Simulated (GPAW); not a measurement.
# Bi (R-3m) in GPAW: single point with PBE

Aim: the single point of Bi with PBE.

Program: GPAW 26.7.0. These are calculated values, not measurements. Logs are shortened: lines on timing, memory, paths and dates and some standing lists are left out, and cuts for length are marked. The log counts tension as positive stress, the text compression.

## (1) The crystal as given

Symmetry: R-3m, No. 166, trigonal system. Conventional cell: a = 4.535 Å, b = 4.535 Å, c = 11.814 Å, α = 90.00°, β = 90.00°, γ = 120.00°. Bi (site symmetry 3m) has 6 Bi at 3.06 to 3.52 Å as nearest neighbours.

## (2) Single point, PBE

run.py reads:

```python
from ase.dft.bandgap import bandgap
from ase.io import read, write
from ase.units import GPa
from gpaw import GPAW, PW

atoms = read('Bi.xyz')

calc = GPAW(mode=PW(500),
            xc='PBE',
            kpts={'size': (6, 6, 6), 'gamma': True},
            occupations={'name': 'fermi-dirac', 'width': 0.05},
            nbands=25,
            maxiter=120,
            txt='gpaw.txt')
atoms.calc = calc
energy = atoms.get_potential_energy()
forces = atoms.get_forces()
stress = atoms.get_stress()
calc.write('gs.gpw')
write('result.traj', atoms)
print(f'Energy: {energy:.6f} eV')
print('Forces (eV/A):')
print(forces.round(4))
print('Stress (GPa):', (stress / GPa).round(3))
print('Fermi level:', round(calc.get_fermi_level(), 4), 'eV')
print(f'Gap: {bandgap(calc)[0]:.4f} eV, direct: {bandgap(calc, direct=True)[0]:.4f} eV')
```

Bi.xyz reads:

```xyz
2
Lattice="2.2675000000 1.3091417354 3.9380000000 -2.2675000000 1.3091417354 3.9380000000 0.0000000000 -2.6182834708 3.9380000000" Properties=species:S:1:pos:R:3 pbc="T T T"
Bi     0.0000000000      0.0000000000      9.0495240000
Bi     0.0000000000      0.0000000000      2.7644760000
```

Potentials or basis: GPAW PAW data sets (gpaw-data 1.2.1), pw.

Launch:

```console
$ OMP_NUM_THREADS=1 python run.py
```

gpaw.txt:

```text
__  _  _
 | _ |_)|_||  |
 |__||  | ||/\| - 26.7.0

Input parameters:
  mode=PW(ecut=500.0),
  kpts=MonkhorstPack(size=(6, 6, 6), gamma=True),
  maxiter=120,
  nbands=25,
  occupations=Occupations(name='fermi-dirac', width=0.05),
  xc=XC(name='PBE')

Diagonalizing LCAO Hamiltonian
Converting LCAO to pw mode

       Bi

       Bi

Atoms  # Å, Bohr magnetons
|   | symbol |        x |        y |        z |    initial magnetic moments |
|---|--------|----------|----------|----------|-----------------------------|
| 0 |     Bi | 0.000000 | 0.000000 | 9.049524 | ( 0.0000,  0.0000,  0.0000) |
| 1 |     Bi | 0.000000 | 0.000000 | 2.764476 | ( 0.0000,  0.0000,  0.0000) |

Unit cell  # Å
| periodic |         x |         y |        z |  lengths |    angles |
|----------|-----------|-----------|----------|----------|-----------|
|      yes |  2.267500 |  1.309142 | 3.938000 | 4.728980 | 57.304234 |
|      yes | -2.267500 |  1.309142 | 3.938000 | 4.728980 | 57.304234 |
|      yes |  0.000000 | -2.618283 | 3.938000 | 4.728980 | 57.304234 |

Number of symmetries: 12
Symmetry operations  # r_c * U_cc + t_c -> r_c
|    | kind |            matrix            |
|----|------|------------------------------|
|  0 |  E   |  1, 0, 0,  0, 1, 0,  0, 0, 1 |
|  1 |  σ   |  1, 0, 0,  0, 0, 1,  0, 1, 0 |
|  2 |  σ   |  0, 1, 0,  1, 0, 0,  0, 0, 1 |
|  3 |  C3  |  0, 1, 0,  0, 0, 1,  1, 0, 0 |
|  4 |  C3  |  0, 0, 1,  1, 0, 0,  0, 1, 0 |
|  5 |  σ   |  0, 0, 1,  0, 1, 0,  1, 0, 0 |
|  6 |  C2  |  0, 0,-1,  0,-1, 0, -1, 0, 0 |
|  7 |  S6  |  0, 0,-1, -1, 0, 0,  0,-1, 0 |
|  8 |  S6  |  0,-1, 0,  0, 0,-1, -1, 0, 0 |
|  9 |  C2  |  0,-1, 0, -1, 0, 0,  0, 0,-1 |
| 10 |  C2  | -1, 0, 0,  0, 0,-1,  0,-1, 0 |
| 11 |  i   | -1, 0, 0,  0,-1, 0,  0, 0,-1 |

BZ-sampling:
  Number of BZ points: 216
  Number of IBZ points: 32

  Monkhorst-Pack size: [6, 6, 6]
  Monkhorst-Pack shift: [0.08333333333333333, 0.08333333333333333, 0.08333333333333333]

K-points  # in reciprocal-cell coordinates
|     |                                coordinates |     weight |
|-----|--------------------------------------------|------------|
|   0 | (  0.00000000,   0.00000000,   0.00000000) | 0.00462963 |
|   1 | (  0.16666667,   0.00000000,  -0.16666667) | 0.02777778 |
|   2 | (  0.16666667,   0.00000000,   0.00000000) | 0.02777778 |
|   3 | (  0.16666667,   0.16666667,  -0.16666667) | 0.02777778 |
|   4 | (  0.16666667,   0.16666667,   0.00000000) | 0.02777778 |
|   5 | (  0.16666667,   0.16666667,   0.16666667) | 0.00925926 |
|   6 | (  0.33333333,  -0.16666667,  -0.16666667) | 0.02777778 |
|   7 | (  0.33333333,   0.00000000,  -0.33333333) | 0.02777778 |
|   8 | (  0.33333333,   0.00000000,  -0.16666667) | 0.05555556 |
|   9 | (  0.33333333,   0.00000000,   0.00000000) | 0.02777778 |
| ... |                                            |            |
|  31 | (  0.50000000,   0.50000000,   0.50000000) | 0.00462963 |

Plane wave coefficients: 1808
Cutoff: 500.0 eV

Spin-components: 1 (collinear spins)
Bands:           25
Projectors:      12
Spin-degeneracy: 2
Datatype:        complex128

Parallelization:
  kpt:    1
  domain: 1
  band:   1

Density:
  Valence electrons: 30.0
  Components: 1
  Grid points: [25 25 25]
  Charge: 0.0  # |e|

Potential:
  Grid points: [25 25 25]

species:
  Bi:
    name:    Bismuth
    Z:       83.0
    valence: 15
    core:    68
    charge:  0.0  # [|e|]
    compensation charges:
      type: gauss
      rc: 0.38  # [Å]
      lmax: 2
    cutoffs:
      filter: 2.23  # [Å]
      core: 2.33  # [Å]
    projectors
    | kind |    occ | energy [eV] | rcut [Å] |
    |------|--------|-------------|----------|
    |   6s |  2.000 |     -14.385 |    1.286 |
    |   6p |  3.000 |      -4.580 |    1.275 |
    |   5d | 10.000 |     -27.119 |    1.349 |
    |    s |        |      12.827 |    1.286 |
    |    p |        |      22.631 |    1.275 |
    |    d |        |       0.093 |    1.349 |

    Using partial waves for Bi as LCAO basis

Reference energy: -1169696.765905  # eV

eigensolver:
  PPCG
  Converge bands: occupied
  niter=2

density mixing:
  MSR1-Mixer
  Pratt-step length: 0.05
  Maximum mixing coefficient: 0.75
  Old densities: 10
  SVD Regularization: 0.005
  Good broyden scale: 1.0
  Trust region scale: 1.0
  Backstep threshold: 4.0
  History deletion threshold: 6.0
  Fourier metric: weight=20.0, sigma=0.015

occupation numbers:
  Fermi-Dirac:
    width: 0.0500  # eV

poisson solver:
  ecut: 4000.0  # eV

xc functional:
  name: PBE with 2 nearest neighbor stencil

convergence criteria:
- Maximum [total energy] change in last 3 cyles: 0.0005 eV / valence electron
- Maximum integral of absolute [dens]ity change: 0.0001 electrons / valence electron
- Maximum integral of absolute [eigenst]ate change: 4e-08 eV^2 / valence electron
maximum number of iterations: 120

SCF iterations
|iter     | |      energy | eigst |  dens |
|---------|-|-------------|-------|-------|
|iter:   1| |   -9.332870 | -0.40 |       |
|iter:   2| |   -9.339961 | -2.64 | -1.73 |
|iter:   3| |   -9.352447 | -3.06 | -1.76 |
|iter:   4| |   -9.359170 | -3.38 | -2.16 |
|iter:   5| |   -9.360406c| -4.19 | -2.64 |
|iter:   6| |   -9.360447c| -5.57 | -3.54 |
|iter:   7| |   -9.360452c| -6.65 | -4.31c|
|iter:   8| |   -9.360453c| -6.89 | -4.66c|
|iter:   9| |   -9.360453c| -7.66c| -5.29c|

Converged in 9 steps
Energy contributions relative to reference atoms: (reference = -1169696.765905)

Energy contributions:
  Kinetic:          34.140869
  Coulomb:         -31.510153
  Zero:             -2.958261
  External:          0.000000
  Xc:               -9.031130
  Entropy:          -0.003555
  Spinorbit:         0.000000
  ----------------------------
  Free energy:      -9.362230
  Extrapolated:     -9.360453

dipole moment: (-0.000000, 0.000000, 0.000006)  # |e|*Ang

Fermi level: 6.067
Eigenvalues  # (at kpt = [0.000, 0.000, 0.000])
| band index |      eig [eV] | occ [0-2] |
|------------|---------------|-----------|
|          0 |       -16.999 |     2.000 |
|        ... |               |           |
|          7 |       -16.654 |     2.000 |
|          8 |       -16.530 |     2.000 |
|          9 |       -16.530 |     2.000 |
|         10 |        -6.880 |     2.000 |
|         11 |        -1.120 |     2.000 |
|         12 |         4.638 |     2.000 |
[... 8 lines left out ...]
|         21 |        12.323 |     0.000 |
|         22 |        12.553 |     0.000 |
|        ... |               |           |
|         24 |        13.965 |     0.000 |

No gap
No difference between direct/indirect transitions

Forces  # eV/Ang
|        x |        y |        z |
|----------|----------|----------|
|  0.00000 | -0.00000 | -0.11255 |  # Bi   0
| -0.00000 | -0.00000 |  0.11255 |  # Bi   1

Stress tensor  # eV/Ang^3
|         x |         y |         z |
|-----------|-----------|-----------|
| -0.012362 |  0.000000 | -0.000000 |
|  0.000000 | -0.012362 |  0.000000 |
| -0.000000 |  0.000000 | -0.013081 |

# Writing to gs.gpw (mode='')
```

It took 23 s on 1 thread of Arm Neoverse V2, shared host; peak memory 0.17 GiB.

Results:

- Free energy: -9.3622 eV
- Pressure: 2.0 GPa
- Largest force: 0.113 eV/Å
- Band gap on the k mesh: none (metal or under the smearing width)

Forces in eV/Å, atoms in the order of the input:
```
Bi   0.000  0.000 -0.113
Bi   0.000  0.000  0.113
```

Stress tensor (GPa, compression positive):
```
1.98 0.00 0.00
0.00 1.98 0.00
0.00 0.00 2.10
```

Caveat: the cutoff is short for stress and forces, so pressures can be off by a GPa or more; spin-orbit coupling is left out, which moves the levels of the heavy elements.
